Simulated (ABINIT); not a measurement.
The system is MoSe2.

```
Mo Se
1.0
     3.28800    0.00000    0.00000
    -1.64400    2.84749    0.00000
     0.00000    0.00000   12.90000
Mo Se
2 4
Direct
  0.66667 0.33333 0.75000
  0.33333 0.66667 0.25000
  0.66667 0.33333 0.37500
  0.33333 0.66667 0.87500
  0.66667 0.33333 0.12500
  0.33333 0.66667 0.62500
```

Base run:

```yaml
Program: ABINIT 10.8.3 (patched build)
Functional: PBE
Potentials_or_basis: JTH PAW PBE v2.0
Cutoff: 408 eV
k_mesh: 9 × 9 × 2
Occupations: fermi-dirac, width 0.05 eV
Spin: no spin polarisation
```

Its results: band gap on the k mesh 0.89 eV, indirect (least direct gap 1.38 eV); pressure 8.3 GPa; largest force 1.138 eV/Å.

**Question.** The run is repeated on the same cell with these changes: functional from PBE to r2SCAN; cutoff from 408 eV to 490 eV; fine-grid cutoff from 816.342 eV to 979.61 eV. What comes out?

**Answer.** Band gap on the k mesh 0.96 eV, indirect (least direct gap 1.48 eV); pressure 7.2 GPa; largest force 0.902 eV/Å.

Caveats: the cell's inner coordinates are idealised or old, which leaves forces on the atoms; this functional lacks dispersion, which binds the layers, so the pressure and a relaxed spacing across them are unreliable (some runs); the PAW data sets were made with another functional, which shifts forces and pressure a little (some runs).
